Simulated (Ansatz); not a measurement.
Run on CoSi (rocksalt type): DFT, r2SCAN, PAW with Ansatz's default frozen-core files, scalar-relativistic (Ansatz 0.2.0). This run: volume at 0.55 of the series' base cell.

The cell comes from a relaxation on PAW files under the same functional, begun from a prototype that needn't be the stable phase.

Command: `ansatz run input.yaml --threads 1 --pin off --max-ram 2048MiB --backend cpu --events-out ev --progress --plain --runs-dir out` It took 4 s on 1 thread of Intel(R) Xeon(R) Platinum 8375C CPU @ 2.90GHz (Ice Lake), with other jobs on the host, peak memory 0.38 GiB.

```yaml
crystal:
  lattice:
    - [0.0, 1.896927397, 1.896927397]
    - [1.896927397, 0.0, 1.896927397]
    - [1.896927397, 1.896927397, 0.0]
  atoms:
    - { symbol: Co, position: [0.0, 0.0, 0.0] }
    - { symbol: Si, position: [0.5, 0.5, 0.5] }
kpoints:
  mp_grid: { grid: [14, 14, 14] }
  band_path:
    path:
      - [0.0, 0.0, 0.0]
      - [0.5, 0.0, 0.5]
      - [0.625, 0.25, 0.625]
      - [0.375, 0.375, 0.75]
      - [0.0, 0.0, 0.0]
      - [0.5, 0.5, 0.5]
      - [0.5, 0.25, 0.75]
      - [0.5, 0.0, 0.5]
    npoints: 8
scf:
  occupations: { method: fermi_dirac, width: 0.1 }
hamiltonian:
  xc: r2scan
  pseudopotentials: { kind: paw }
output:
  forces: true
  stress: true
  eigenvalues: true
  populations: true
  dos: { projected: true, de: 0.2, e_range: [-14, 8] }
  write_density: true
  write_potential: true
  elf: true
  volumetric_format: npy
```

Output:

```
Engine: ansatz 0.2.0
Pseudopotentials: kind: paw
Pseudopotential: Co, paw, valence charge 17, recommended cutoff 500 eV (meta_gga), Co.paw.azcp
Pseudopotential: Si, paw, valence charge 4, recommended cutoff 500 eV (meta_gga), Si.paw.azcp
Functional definition: r2SCAN
  parameter k0 = 0.174
  parameter k1 = 0.065
  parameter a1 = 4.9479
  exchange = r2scan_x(k0 = k0, k1 = k1, a1 = a1)
  correlation = r2scan_c
Crystal: 2 atoms, lattice volume = 13.652 Å³
Basis set: ecut = 500 eV, 331 PW (Γ), exchange–correlation on 80×80×80 points (64 copies of the dense FFT grid, shifted against one another)
Bands: 15, of which v1, the nominal top of the filled ones, is band 11 counted from 1 (10 counted from 0)
Symmetry: 48 space group operations
Space group: Fm-3m (ITA 225), of the structure as read, at distance tolerance 2.4e-5 Å
k-points: 104 of 2744
Non-local potential: Co, projectors of the file, l = 0: 3, l = 1: 2, l = 2: 3, l = 3: 1
Non-local potential: Si, projectors of the file, l = 0: 2, l = 1: 2, l = 2: 2
PAW form: soft (Blöchl's): semilocal exchange-correlation on the pseudo side does not see the compensation charge
PAW frozen core: Co, regenerated for the run's functional (the file was generated under x = pbe(κ = 0.804, μ = 0.2195149727645171), c = pbe(β = 0.06672455060314922))
PAW frozen core: Si, regenerated for the run's functional (the file was generated under x = pbe(κ = 0.804, μ = 0.2195149727645171), c = pbe(β = 0.06672455060314922))
PAW one-centre angular grid: Co, 590 points (default); XC on 160 Gauss nodes
PAW one-centre angular grid: Si, 302 points (default); XC on 160 Gauss nodes
Initial density: superposition of atomic densities (neutral atoms: chi_scale 0, normalization atom), corrected by the library's trained network
Initial wavefunctions: pseudopotential atomic-orbital guess
Functional: x = r2scan, c = r2scan; τ floored in thin density (d = 2e-4 eV/Å³)
SCF iter   1: F=—  HF=-5762.417165 eV  |F-HF|=—  |Δ(HF+E_count)|=         —  Δρ=1.13e-2  dr2=4.81e-3  dr2_τ=3.47e-1  ethr=1.77e-3  ⟨swp⟩=6.7  Hψ=8900  notcnv=0
preconditioner: auto → none  [metal: Δε(μ)=0.063 eV  Ē_g=14.724 eV  σ=0.100 eV  W_gap=0.16  n_scr=8 (ndim 8)  ℏωp=36.2 eV  f_vac=0.000  D(μ)=0.60/eV (n_scr^D=0)  sad-step TF]
SCF iter   2: F=—  HF=-5762.563880 eV  |F-HF|=—  |Δ(HF+E_count)|=   1.47e-1  Δρ=1.55e-2  dr2=1.42e-2  dr2_τ=3.80e-4  ethr=2.29e-5  ⟨swp⟩=2.0  Hψ=3927  notcnv=0  defer=25
SCF iter   3: F=—  HF=-5762.576930 eV  |F-HF|=—  |Δ(HF+E_count)|=   1.30e-2  Δρ=2.33e-2  dr2=4.45e-2  dr2_τ=4.44e-4  ethr=2.29e-5  ⟨swp⟩=2.2  Hψ=3134  notcnv=0  defer=25  recentre
SCF iter   4: F=—  HF=-5762.568710 eV  |F-HF|=—  |Δ(HF+E_count)|=   8.22e-3  Δρ=9.14e-4  dr2=7.01e-5  dr2_τ=2.47e-5  ethr=2.29e-5  ⟨swp⟩=2.0  Hψ=3113  notcnv=0  defer=25
SCF iter   5: F=—  HF=-5762.568749 eV  |F-HF|=—  |Δ(HF+E_count)|=   3.94e-5  Δρ=3.99e-4  dr2=1.48e-5  dr2_τ=1.54e-6  ethr=3.34e-7  ⟨swp⟩=2.1  Hψ=2384  notcnv=0  defer=25
SCF iter   6: F=—  HF=-5762.568746 eV  |F-HF|=—  |Δ(HF+E_count)|=   3.54e-6  Δρ=9.50e-5  dr2=4.83e-7  dr2_τ=6.70e-8  ethr=7.05e-8  ⟨swp⟩=2.0  Hψ=2193  notcnv=0  defer=25
SCF iter   7: F=-5762.568746 eV  HF=-5762.568746 eV  |F-HF|=2.42e-8  |Δ(HF+E_count)|=   2.80e-7  Δρ=2.41e-5  dr2=2.91e-8  dr2_τ=5.83e-9  ethr=4.76e-10  ⟨swp⟩=11.0  Hψ=11545  notcnv=0
SCF 1 converged in 7 iterations: F = -5762.568746 eV  dr2 = 2.91e-8
  Residual-converged pass: ⟨swp⟩=1.0  Hψ=1977  notcnv=0  max |occ|·‖R‖ = 7.0e-9 eV (tolerance 1.0e-8 eV)  dr2=2.91e-8  dr2_τ=5.83e-9  dr2_onsite=7.80e-9  max |Δocc| = 4.8e-11
  greatest PAW one-centre occupation: 1.006 electrons in one spin orbital (limit 2), on the Co atom at site 0 (counted from 0), in its partial waves of l = 1
NSCF: frozen V_eff on 57 k-points
SCF converged after 7 iterations
Free energy (F): -5762.568746 eV
Harris-Foulkes:  -5762.568746 eV  (|F-HF|=2.42e-8)
Internal energy: -5762.548696 eV  (E = F + TS)
E sigma→0 (E₀):  -5762.558721 eV
Entropy (-TS):   -0.020050 eV (-10.025 meV/atom)
Fermi energy:    28.617224 eV
--- Per-component energies (eV) ---
  E_band       = -57.547707
  E_kinetic    = 547.456404
  E_local      = -2915.113479  (includes V_loc(G=0)·N_el)
  E_nonlocal   = 516.197671
  E_hartree    = 1319.285793
  E_xc         = -223.796602
  E_vxc        = -302.544531  (∫ρ·V_xc dr)
  E_paw        = -2071.157974  (= ΣΔE_a)
  E_vpaw       = -561.065061  (= ΣTr[D̂ρ^β])
  E_aug_tail   = 0.000048  (compensation charges beyond the density's cutoff)
  E_vtau       = 18.955353  (kinetic-family band-sum trace: ∫τ·v_τ [+ j·A + Jᵃ·Aᵃ] dr)
  E_ewald      = -2935.048918
  E_core_change = -0.371639  (= ΣΔE_core)
  E_smearing   = -0.020050  (= −TS)
  E_closure    = 0.000000  (closes the sum)
  Σ components = -5762.568746   (vs F -5762.568746, Δ=0.00e0)
--- Forces (eV/Å), atoms counted from 1 ---
  atom   1  Co    -0.00000000     0.00000000    -0.00000000
  atom   2  Si     0.00000000    -0.00000000    -0.00000000
  max |Σ_I F_I| component: 4.60e-31 eV/Å
--- Stress (GPa, compression-positive) ---
      356.931841      -0.000000       0.000000
       -0.000000     356.931841      -0.000000
        0.000000      -0.000000     356.931841
  P = ⅓ Tr σ = 356.9318 GPa (3569.318 kbar)
--- Band table (eV; the first three rows and the last of 104) ---
  k-point 0: bands = ["-71.2739", "-33.2977", "-33.2977", "-33.2977", "9.4990", "22.6394", "22.6394", "22.6394", "23.3766", "23.3766", "37.4480", "37.4480", "37.4480", "40.8581", "43.1327"]
  k-point 1: bands = ["-71.2724", "-33.3096", "-33.3000", "-33.3000", "9.6772", "22.4824", "22.7017", "22.7017", "23.3369", "23.3369", "36.7443", "37.5477", "37.5477", "40.3649", "43.1846"]
  k-point 2: bands = ["-71.2681", "-33.3429", "-33.3064", "-33.3064", "10.2039", "22.0388", "22.7301", "22.7301", "23.3931", "23.3931", "35.0204", "37.7801", "37.7801", "39.9147", "43.2490"]
  k-point 103: bands = ["-71.2498", "-33.4616", "-33.4329", "-33.3948", "18.0217", "19.2902", "19.3511", "22.3231", "26.2875", "27.3447", "27.7481", "27.9101", "30.7299", "41.3308", "43.8529"]
--- Löwdin populations: 2 sites ---
  site symbol       q [e]
     0     Co     16.9653
     1     Si      3.7824
  spilling = 0.012016 (of n_electrons = 21.000000)
```

populations.tsv:

```
# site	symbol	l	j	q
# orbitals = lowdin
# n_electrons = 21.000000
# spilling = 0.012016
0	Co	0_3S	-	1.910517
0	Co	0_4S	-	0.516938
0	Co	1_3P	-	5.962856
0	Co	2_3D	-	8.574965
1	Si	0_3S	-	1.083609
1	Si	1_3P	-	2.698773
```

Next run (volume at 0.55 of the series' base cell, partial waves polarizable), as changes to the input before:

```diff
   mp_grid: { grid: [14, 14, 14] }
-  band_path:
-    path:
-      - [0.0, 0.0, 0.0]
-      - [0.5, 0.0, 0.5]
-      - [0.625, 0.25, 0.625]
-      - [0.375, 0.375, 0.75]
-      - [0.0, 0.0, 0.0]
-      - [0.5, 0.5, 0.5]
-      - [0.5, 0.25, 0.75]
-      - [0.5, 0.0, 0.5]
-    npoints: 8
 scf:
   xc: r2scan
-  pseudopotentials: { kind: paw }
+  pseudopotentials: { kind: paw, partial_waves: polarizable }
 output:
   eigenvalues: true
-  populations: true
-  dos: { projected: true, de: 0.2, e_range: [-14, 8] }
-  write_density: true
-  write_potential: true
-  elf: true
-  volumetric_format: npy
```

Command: `ansatz run input.yaml --threads 1 --pin off --max-ram 2048MiB --backend cpu --events-out ev --progress --plain --runs-dir out` It took 3 s on 1 thread of Intel(R) Xeon(R) Platinum 8375C CPU @ 2.90GHz (Ice Lake), on a shared host, peak memory 0.45 GiB.

Results part of the output:

```
SCF 1 converged in 7 iterations: F = -5762.568771 eV  dr2 = 2.94e-8
  greatest PAW one-centre occupation: 1.006 electrons in one spin orbital (limit 2), on the Co atom at site 0 (counted from 0), in its partial waves of l = 1
SCF converged after 7 iterations
Free energy (F): -5762.568771 eV
Harris-Foulkes:  -5762.568771 eV  (|F-HF|=2.43e-8)
Internal energy: -5762.548720 eV  (E = F + TS)
E sigma→0 (E₀):  -5762.558746 eV
Entropy (-TS):   -0.020051 eV (-10.026 meV/atom)
Fermi energy:    28.617314 eV
--- Per-component energies (eV) ---
  E_band       = -57.547379
  E_kinetic    = 547.456187
  E_local      = -2915.114234  (includes V_loc(G=0)·N_el)
  E_nonlocal   = 516.197758
  E_hartree    = 1319.286559
  E_xc         = -223.796489
  E_vxc        = -302.544398  (∫ρ·V_xc dr)
  E_paw        = -2071.157993  (= ΣΔE_a)
  E_vpaw       = -561.065457  (= ΣTr[D̂ρ^β])
  E_aug_tail   = 0.000048  (compensation charges beyond the density's cutoff)
  E_vtau       = 18.955359  (kinetic-family band-sum trace: ∫τ·v_τ [+ j·A + Jᵃ·Aᵃ] dr)
  E_ewald      = -2935.048918
  E_core_change = -0.371639  (= ΣΔE_core)
  E_smearing   = -0.020051  (= −TS)
  E_closure    = -0.000000  (closes the sum)
  Σ components = -5762.568771   (vs F -5762.568771, Δ=0.00e0)
--- Forces (eV/Å), atoms counted from 1 ---
  atom   1  Co    -0.00000000     0.00000000    -0.00000000
  atom   2  Si    -0.00000000     0.00000000    -0.00000000
  max |Σ_I F_I| component: 2.17e-30 eV/Å
--- Stress (GPa, compression-positive) ---
      356.924470      -0.000000      -0.000000
       -0.000000     356.924470       0.000000
       -0.000000       0.000000     356.924470
  P = ⅓ Tr σ = 356.9245 GPa (3569.245 kbar)
--- Band table (eV; the first three rows and the last of 104) ---
  k-point 0: bands = ["-71.2738", "-33.2977", "-33.2977", "-33.2977", "9.4990", "22.6395", "22.6395", "22.6395", "23.3764", "23.3764", "37.4481", "37.4481", "37.4482", "40.8580", "43.1328"]
  k-point 1: bands = ["-71.2723", "-33.3096", "-33.3000", "-33.3000", "9.6772", "22.4825", "22.7018", "22.7018", "23.3367", "23.3367", "36.7444", "37.5479", "37.5479", "40.3649", "43.1847"]
  k-point 2: bands = ["-71.2680", "-33.3429", "-33.3064", "-33.3064", "10.2040", "22.0389", "22.7301", "22.7301", "23.3930", "23.3930", "35.0205", "37.7802", "37.7802", "39.9147", "43.2490"]
  k-point 103: bands = ["-71.2497", "-33.4616", "-33.4329", "-33.3948", "18.0217", "19.2902", "19.3511", "22.3230", "26.2877", "27.3449", "27.7480", "27.9103", "30.7297", "41.3309", "43.8529"]
```

Spin polarisation is left out, though a magnetic state may lie lower. The PAW files were made under PBE.
